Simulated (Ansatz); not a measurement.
## Ti3Si and its elements: a formation energy from the elements, step by step

With Ansatz 0.2.0, Python API.

Run as a notebook:

**Cell 1**
```python
from collections import Counter
import warnings

import ansatz as az
import numpy as np
```

**Cell 2**
```python
params = {
    'k_spacing': 0.33,
    'smearing': 'gaussian',
    'sigma': 0.02,
}
```

**Cell 3**
```python
PHASES = {
    'Ti3Si': (
        [[0.0, 3.14436, 3.14436], [3.14436, 0.0, 3.14436], [3.14436, 3.14436, 0.0]],
        [
            ('Ti', [0.75, 0.75, 0.75]),
            ('Ti', [0.25, 0.25, 0.25]),
            ('Ti', [0.0, 0.0, 0.0]),
            ('Si', [0.5, 0.5, 0.5]),
        ],
    ),
    'Ti': (
        [[2.95, 0.0, 0.0], [-1.475, 2.55477, 0.0], [0.0, 0.0, 4.68]],
        [
            ('Ti', [1 / 3, 2 / 3, 0.25]),
            ('Ti', [2 / 3, 1 / 3, 0.75]),
        ],
    ),
    'Si': (
        [[0.0, 2.71356, 2.71356], [2.71356, 0.0, 2.71356], [2.71356, 2.71356, 0.0]],
        [
            ('Si', [0.75, 0.75, 0.75]),
            ('Si', [0.5, 0.5, 0.5]),
        ],
    ),
}
```

**Cell 4**
```python
def build(vectors, sites):
    crystal = az.Crystal(lattice=az.Lattice.of(vectors))
    for symbol, position in sites:
        crystal = crystal.atom(symbol, position)
    return crystal


def solve(name, crystal):
    calc = (
        crystal.calculation()
        .functional(az.Functional.PBESOL)
        .basis(18 * az.Ha)
        .kpoints(spacing=params['k_spacing'])
        .occupations(params['smearing'], width=params['sigma'])
        .stress()
    )
    calc = calc.relax(force_tolerance=0.02, cell=True)
    return calc.run()


def counts(outcome):
    return Counter(site.symbol for site in outcome.lattice.sites)
```

**Cell 5**
```python
def formation_energy(outcome, mu):
    n = counts(outcome)
    return (outcome.report['energy_sigma0_ev'] - sum(k * mu[element] for element, k in n.items())) / sum(n.values())


def volume_per_atom(outcome):
    return abs(np.linalg.det(outcome.lattice.cell_ang)) / len(outcome.lattice.sites)
```

**Cell 6**
```python
warnings.simplefilter('ignore', az.DeckWarning)
```

**Cell 7**
```python
phases = {name: build(*cell) for name, cell in PHASES.items()}
```

**Cell 8**
```python
done = {}
for name, crystal in phases.items():
    done[name] = solve(name, crystal)
    print(f'{name}: {done[name].report["energy_sigma0_ev"]:.4f} eV, {len(done[name].lattice.sites)} atoms')
```
Output:
```text
Ti3Si: -8044.6371 eV, 4 atoms
Ti: -4947.7951 eV, 2 atoms
Si: -1242.9753 eV, 2 atoms
```

**Cell 9**
```python
# chemical potentials of the elements at zero temperature
references = {'Ti': 'Ti', 'Si': 'Si'}
mu = {element: done[name].report['energy_sigma0_ev'] / len(done[name].lattice.sites) for element, name in references.items()}
```

**Cell 10**
```python
target = done['Ti3Si']
heat = formation_energy(target, mu)
n = counts(target)
print('cell content:', dict(n), ' volume', round(volume_per_atom(target), 3), 'A^3/atom')
print('formation energy', round(heat, 4), 'eV/atom,', round(heat * sum(n.values()), 4), 'eV per cell')
print('bound against the elements' if heat < 0 else 'unbound against the elements')
```
Output:
```text
cell content: {<Element.TI: 'Ti'>: 3, <Element.SI: 'Si'>: 1}  volume 14.976 A^3/atom
formation energy -0.3642 eV/atom, -1.4568 eV per cell
bound against the elements
```

What to keep in mind:
- Total energies depend on the potentials; only differences at equal settings carry meaning.
- The run is spin-unpolarised.
- The cells come from databases of deposited and of computed structures, and not all need be stable phases.
- The compound is the structure given, not necessarily its lowest; energies are at zero temperature, with no correction for gases. A semilocal functional's error on such energies is often 0.05 to 0.1 eV an atom, and 0.1 to 0.3 eV against gases such as O2 or F2.
- The whole script took 19 s on 1 thread of Arm Neoverse V1, on a shared host, peak memory 0.43 GiB.

(Lines on the test bed's own set-up are left out of the output.)
